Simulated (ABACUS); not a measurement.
# GaP (F-43m) in ABACUS: equation of state

Aim: energy against volume of GaP in PBE, for its equilibrium volume and stiffness.

Program: ABACUS 3.10.1. These are calculated values, not measurements. Logs are shortened: lines on timing, memory, paths and dates and some standing lists are left out, and cuts for length are marked.

**Measured values to compare with.**

“Phosphorous dimerization in GaP at high pressure”, 2017, arxiv:1709.06667 reports, for a bulk crystal of GaP: bulk modulus 87.5 ± 0.6 GPa.

The results are compared with them further down.

### Step 1. The crystal as given

It takes space group F-43m (No. 216, cubic). Conventional cell: a = 5.451 Å, b = 5.451 Å, c = 5.451 Å, α = 90.00°, β = 90.00°, γ = 90.00°. Ga (site symmetry -43m) is surrounded by 4 P at 2.36 Å. Around P (site symmetry -43m) lie 4 Ga at 2.36 Å.

### Step 2. Equation of state, PBE, 19.03 Å³/atom (volume scaled by 0.94)

INPUT reads:

```
INPUT_PARAMETERS
suffix              GaP
calculation         scf
basis_type          pw
pseudo_dir          ./
symmetry            1
dft_functional      pbe
ecutwfc             81
pseudo_rcut         10
nspin               1
nbands              13
ks_solver           dav
smearing_method     fd
smearing_sigma      0.00367493
scf_thr             1e-08
scf_nmax            100
mixing_type         broyden
mixing_beta         0.7
cal_force           1
cal_stress          1
kpar                4
```

STRU reads:

```
ATOMIC_SPECIES
Ga 69.7230 Ga.upf
P 30.9738 P.upf

LATTICE_CONSTANT
1.8897261246

LATTICE_VECTORS
0.0000000000 2.6696170428 2.6696170428
2.6696170428 0.0000000000 2.6696170428
2.6696170428 2.6696170428 0.0000000000

ATOMIC_POSITIONS
Direct

Ga
0.0
1
0.0000000000 0.0000000000 0.0000000000 1 1 1

P
0.0
1
0.7500000000 0.7500000000 0.7500000000 1 1 1
```

KPT reads:

```
K_POINTS
0
Gamma
8 8 8 0 0 0
```

Potentials or basis: PseudoDojo NC SR 0.4.1 PBE standard, plane waves.

Run with:

```bash
$ OMP_NUM_THREADS=1 mpirun -np 4 abacus > log
```

running log:

```text
ABACUS v3.10.1

               Atomic-orbital Based Ab-initio Computation at UStc

 ------------------------------------------------------------------------------------

 READING GENERAL INFORMATION
                           global_out_dir = OUT.GaP/
                           global_in_card = INPUT
                               pseudo_dir = ./
                              orbital_dir =
                                    DSIZE = 4
                                    GSIZE = 1

 READING UNITCELL INFORMATION
                                    ntype = 2
                  lattice constant (Bohr) = 1.88973
              lattice constant (Angstrom) = 1

 READING ATOM TYPE 1
                               atom label = Ga
                      L=0, number of zeta = 1
                      L=1, number of zeta = 1
                      L=2, number of zeta = 1
             number of atom for this type = 1

 READING ATOM TYPE 2
                               atom label = P
                      L=0, number of zeta = 1
                      L=1, number of zeta = 1
                      L=2, number of zeta = 1
             number of atom for this type = 1

                        TOTAL ATOM NUMBER = 2
DIRECT COORDINATES
    atom                   x                   y                   z     mag                  vx                  vy                  vz
taud_Ga1            0.0000000000        0.0000000000        0.0000000000  0.0000        0.0000000000        0.0000000000        0.0000000000
taud_P1            0.7500000000        0.7500000000        0.7500000000  0.0000        0.0000000000        0.0000000000        0.0000000000

                          Volume (Bohr^3) = 256.787
                             Volume (A^3) = 38.0519

 Lattice vectors: (Cartesian coordinate: in unit of a_0)
                   +0            +2.66962            +2.66962
             +2.66962                  +0            +2.66962
             +2.66962            +2.66962                  +0
 Reciprocal vectors: (Cartesian coordinate: in unit of 2 pi/a_0)
            -0.187293           +0.187293           +0.187293
            +0.187293           -0.187293           +0.187293
            +0.187293           +0.187293           -0.187293
 The esolver type has been set to : ksdft_pw

                PAO radial cut off (Bohr) = 10

 Read in pseudopotential file is Ga.upf
                     pseudopotential type = NC
          exchange-correlation functional = PBE
                 nonlocal core correction = 1
                        valence electrons = 13
                                     lmax = 2
                           number of zeta = 3
                     number of projectors = 6
                           L of projector = 0
[... 5 lines left out ...]
                PAO radial cut off (Bohr) = 10

 Read in pseudopotential file is P.upf
                     pseudopotential type = NC
          exchange-correlation functional = PBE
                 nonlocal core correction = 1
                        valence electrons = 5
                                     lmax = 2
                           number of zeta = 2
                     number of projectors = 6
                           L of projector = 0
                           L of projector = 0
                           L of projector = 1
                           L of projector = 1
                           L of projector = 2
                           L of projector = 2
     initial pseudo atomic orbital number = 13

 SETUP THE ELECTRONS NUMBER
            electron number of element Ga = 13
      total electron number of element Ga = 13
             electron number of element P = 5
       total electron number of element P = 5
            AUTOSET number of electrons:  = 18
                           occupied bands = 9
                                   NBANDS = 13
                                   NLOCAL = 18

%%%%%%%%%%%%%%%%%%%%%%%%%%%%%%%%%%%%%%%%%%%%%%%%%%%%%%%%%%%%%%%%%%%%%%%%%%%%%%%%%%%%%%%%%%%%%%%%%%%%%%%%%%
 Warning: the number of valence electrons in pseudopotential > 3 for Ga: [Ar] 3d10 4s2 4p1
 Pseudopotentials with additional electrons can yield (more) accurate outcomes, but may be less efficient.
 If you're confident that your chosen pseudopotential is appropriate, you can safely ignore this warning.
%%%%%%%%%%%%%%%%%%%%%%%%%%%%%%%%%%%%%%%%%%%%%%%%%%%%%%%%%%%%%%%%%%%%%%%%%%%%%%%%%%%%%%%%%%%%%%%%%%%%%%%%%%

 SETUP THE PLANE WAVE BASIS
 energy cutoff for charge/potential (unit:Ry) = 324
            fft grid for charge/potential = [ 45, 45, 45 ]
                        fft grid division = [ 1, 1, 1 ]
        big fft grid for charge/potential = [ 45, 45, 45 ]
                                     nbxx = 91125
                                     nrxx = 91125

 SETUP PLANE WAVES FOR CHARGE/POTENTIAL
[... 75 lines left out ...]
                             BRAVAIS TYPE = 2
                     BRAVAIS LATTICE NAME = 02. Cubic I (body-centered)
                                    ibrav = 2
                       right hand lattice = 1
                        ROTATION MATRICES = 48
                               nkstot_ibz = 29
K-POINTS REDUCTION ACCORDING TO SYMMETRY
     IBZ    DIRECT_X    DIRECT_Y    DIRECT_Z  WEIGHT  ibz2bz
       1  0.00000000  0.00000000  0.00000000  0.0020       0
       2  0.12500000  0.12500000  0.12500000  0.0156       1
       3  0.25000000  0.25000000  0.25000000  0.0156       2
       4  0.37500000  0.37500000  0.37500000  0.0156       3
       5  0.50000000  0.50000000  0.50000000  0.0078       4
       6  0.12500000  0.12500000  0.00000000  0.0117       9
[... 21 lines left out ...]
      28 -0.12500000  0.50000000  0.37500000  0.0234     101
      29  0.50000000  0.25000000 -0.25000000  0.0117     166

                               nkstot now = 29
[... K-POINTS DIRECT COORDINATES: 29 rows ...]

           k-point number in this process = 8
       minimum distributed K point number = 7
[... stars of the k points ...]

[... K-POINTS CARTESIAN COORDINATES: 8 rows ...]

[... K-POINTS DIRECT COORDINATES: 8 rows ...]

 SETUP PLANE WAVES FOR WAVE FUNCTIONS
     energy cutoff for wavefunc (unit:Ry) = 81
              fft grid for wave functions = [ 45, 45, 45 ]
                    number of plane waves = 3719
                         number of sticks = 313

 PARALLEL PW FOR WAVE FUNCTIONS
     PROC   COLUMNS(POT)             PW
        1            313           3719
 --------------- sum -------------------
        1            313           3719

 SETUP NONLOCAL PSEUDOPOTENTIALS IN PLANE WAVE BASIS
 Ga non-local projectors:
 projector 1 L=0
 projector 2 L=0
 projector 3 L=1
 projector 4 L=1
 projector 5 L=2
 projector 6 L=2
 P non-local projectors:
 projector 1 L=0
 projector 2 L=0
 projector 3 L=1
 projector 4 L=1
 projector 5 L=2
 projector 6 L=2
      TOTAL NUMBER OF NONLOCAL PROJECTORS = 36

 Init Non-Local PseudoPotential table :
 Init Non-Local-Pseudopotential done.

                                     npwx = 3178

 Make real space PAO into reciprocal space.
       max mesh points in Pseudopotential = 1001
     dq(describe PAO in reciprocal space) = 0.01
                                    max q = 1084

 number of pseudo atomic orbitals for Ga is 3
WARNING: norm of atomic wavefunction # 2 of atomic type Ga is 0.999997, renormalized
WARNING: norm of atomic wavefunction # 3 of atomic type Ga is 0.998668, renormalized

 number of pseudo atomic orbitals for P is 2
WARNING: norm of atomic wavefunction # 2 of atomic type P is 0.999977, renormalized

 -------------------------------------------
 SELF-CONSISTENT
 -------------------------------------------
                                 init_chg = atomic

 PW ALGORITHM --------------- ION=   1  ELEC=   1--------------------------------
 Notice: Threshold on eigenvalues was too large.
 hsover_error=0.18 > DRHO=0.0765829
 Origin diag ethr = 0.01
 New diag ethr = 0.000425461

 Density error is 0.0765447145677
                          Error Threshold = 0.000425460716797
----------------------------------------------------------
     Energy           Rydberg                 eV
----------------------------------------------------------
 E_KohnSham     -166.8362553496      -2269.9237057380
 E_Harris       -167.7952637495      -2282.9716844055
 E_Fermi        0.6474782611         8.8093936823
----------------------------------------------------------
[... 63 lines left out ...]
 Density error is 4.85389584732e-09
                          Error Threshold = 1.71551408606e-10
----------------------------------------------------------
     Energy           Rydberg                 eV
----------------------------------------------------------
 E_KohnSham     -166.8511070026      -2270.1257728430
 E_KS(sigma->0) -166.8511070023      -2270.1257728392
 E_Harris       -166.8514587945      -2270.1305592169
 E_band         -2.7071091821        -36.8321099850
 E_one_elec     -73.4218513735       -998.9555363888
 E_Hartree      51.1490151675        695.9180533659
 E_xc           -46.0901205161       -627.0882605258
 E_Ewald        -98.4881502799       -1340.0000292866
 E_entropy(-TS) -0.0000000006        -0.0000000077
 E_descf        0.0000000000         0.0000000000
 E_exx          0.0000000000         0.0000000000
 E_Fermi        0.6756942157         9.1932914396
----------------------------------------------------------

 charge density convergence is achieved
 final etot is -2270.1257728 eV
 EFERMI = 9.1932914396 eV

 STATE ENERGY(eV) AND OCCUPATIONS    NSPIN == 1
 1/8 kpoint (Cartesian) = 0.0000 0.0000 0.0000 (3143 pws)
       1       -6.23165     0.00390625
       2       -6.23165     0.00390625
       3       -6.23165     0.00390625
       4       -6.11325     0.00390625
       5       -6.11325     0.00390625
       6       -4.52171     0.00390625
       7        8.45424     0.00390625
       8        8.45424     0.00390625
       9        8.45424     0.00390625
      10        10.7904    5.23827e-17
      11        12.3237    2.51927e-30
      12        12.3237    2.51927e-30
      13        12.3237    2.51927e-30
[... 61 lines left out ...]
 6/8 kpoint (Cartesian) = 0.0000 0.0000 0.046823 (3163 pws)
       1       -6.26125      0.0234375
       2       -6.22050      0.0234375
       3       -6.22050      0.0234375
       4       -6.11852      0.0234375
       5       -6.10935      0.0234375
       6       -4.22906      0.0234375
       7        6.95020      0.0234375
       8        7.73955      0.0234375
       9        7.73955      0.0234375
      10        11.5446    8.84263e-23
      11        12.2340    9.09030e-29
      12        13.3466    1.97205e-38
      13        13.3466    1.97205e-38

[... levels at 2 further k points ...]

------------------------------------------------------------------------------------------
 TOTAL-FORCE (eV/Angstrom)
------------------------------------------------------------------------------------------
                       Ga1         0.0000000000         0.0000000000         0.0000000000
                        P1         0.0000000000         0.0000000000         0.0000000000
------------------------------------------------------------------------------------------

----------------------------------------------------------------
 TOTAL-STRESS (KBAR)
----------------------------------------------------------------
        88.1308824913         0.0000000000         0.0000000000
         0.0000000000        88.1308824913        -0.0000000000
         0.0000000000        -0.0000000000        88.1308824913
----------------------------------------------------------------
 TOTAL-PRESSURE: 88.130882 KBAR

 --------------------------------------------
 !FINAL_ETOT_IS -2270.1257728430082352 eV
 --------------------------------------------
```

Wall time 6.3 s (4 MPI ranks of Intel Xeon 6975P-C (Granite Rapids), shared host); peak memory 0.32 GiB.

Results:

```yaml
Free_energy: -2270.1258 eV
Pressure: 8.8 GPa
Band_gap_on_the_k_mesh: 1.52 eV, indirect (least direct gap 2.34 eV)
```

### Step 3. Equation of state, PBE, 19.43 Å³/atom (volume scaled by 0.96)

INPUT is that of step 2.

Changes to STRU since step 2:

```diff
@@ -8,5 +8,5 @@
 LATTICE_VECTORS
-0.0000000000 2.6696170428 2.6696170428
-2.6696170428 0.0000000000 2.6696170428
-2.6696170428 2.6696170428 0.0000000000
+0.0000000000 2.6884177822 2.6884177822
+2.6884177822 0.0000000000 2.6884177822
+2.6884177822 2.6884177822 0.0000000000
```

KPT is that of step 2.

Potentials or basis: PseudoDojo NC SR 0.4.1 PBE standard, plane waves.

Run with:

```bash
$ OMP_NUM_THREADS=1 mpirun -np 4 abacus > log
```

It took 5.7 s on 4 MPI ranks of Intel Xeon 6975P-C (Granite Rapids), shared host; peak memory 0.32 GiB.

The run converged. Its results:

- Free energy: -2270.1646 eV
- Pressure: 6.5 GPa
- Band gap on the k mesh: 1.57 eV, indirect (least direct gap 2.16 eV)

### Step 4. Equation of state, PBE, 19.84 Å³/atom (volume scaled by 0.98)

INPUT is that of step 3.

Changes to STRU since step 3:

```diff
@@ -8,5 +8,5 @@
 LATTICE_VECTORS
-0.0000000000 2.6884177822 2.6884177822
-2.6884177822 0.0000000000 2.6884177822
-2.6884177822 2.6884177822 0.0000000000
+0.0000000000 2.7069591804 2.7069591804
+2.7069591804 0.0000000000 2.7069591804
+2.7069591804 2.7069591804 0.0000000000
```

KPT is that of step 3.

Run with:

```bash
$ OMP_NUM_THREADS=1 mpirun -np 4 abacus > log
```

It took 5.2 s on 4 MPI ranks of Intel Xeon 6975P-C (Granite Rapids), shared host; peak memory 0.32 GiB.

The run converged. Its results:

```yaml
Free_energy: -2270.1924 eV
Pressure: 4.4 GPa
Band_gap_on_the_k_mesh: 1.61 eV, indirect (least direct gap 1.99 eV)
```

### Step 5. Equation of state, PBE, 20.24 Å³/atom

INPUT is that of step 4.

Changes to STRU since step 4:

```diff
@@ -8,5 +8,5 @@
 LATTICE_VECTORS
-0.0000000000 2.7069591804 2.7069591804
-2.7069591804 0.0000000000 2.7069591804
-2.7069591804 2.7069591804 0.0000000000
+0.0000000000 2.7252500000 2.7252500000
+2.7252500000 0.0000000000 2.7252500000
+2.7252500000 2.7252500000 0.0000000000
```

KPT is that of step 4.

Run with:

```bash
$ OMP_NUM_THREADS=1 mpirun -np 4 abacus > log
```

Wall time 5.5 s (4 MPI ranks of Intel Xeon 6975P-C (Granite Rapids), shared host); peak memory 0.32 GiB.

The run converged. Its results:

| Property | Result |
| --- | --- |
| Free energy | -2270.2102 eV |
| Pressure | 2.6 GPa |
| Band gap on the k mesh | 1.64 eV, indirect (least direct gap 1.82 eV) |

### Step 6. Equation of state, PBE, 20.65 Å³/atom (volume scaled by 1.02)

INPUT is that of step 5.

Changes to STRU since step 5:

```diff
@@ -8,5 +8,5 @@
 LATTICE_VECTORS
-0.0000000000 2.7252500000 2.7252500000
-2.7252500000 0.0000000000 2.7252500000
-2.7252500000 2.7252500000 0.0000000000
+0.0000000000 2.7432985392 2.7432985392
+2.7432985392 0.0000000000 2.7432985392
+2.7432985392 2.7432985392 0.0000000000
```

KPT is that of step 5.

Potentials or basis: PseudoDojo NC SR 0.4.1 PBE standard, plane waves.

Run with:

```bash
$ OMP_NUM_THREADS=1 mpirun -np 4 abacus > log
```

Run time: 5.7 s. Hardware: 4 MPI ranks of Intel Xeon 6975P-C (Granite Rapids), shared host; peak memory 0.32 GiB.

The run converged. Its results:

```
Free energy            : -2270.2191 eV
Pressure               : 0.9 GPa
Band gap on the k mesh : 1.61 eV, indirect (least direct gap 1.66 eV)
```

[end of part 1 of 2]
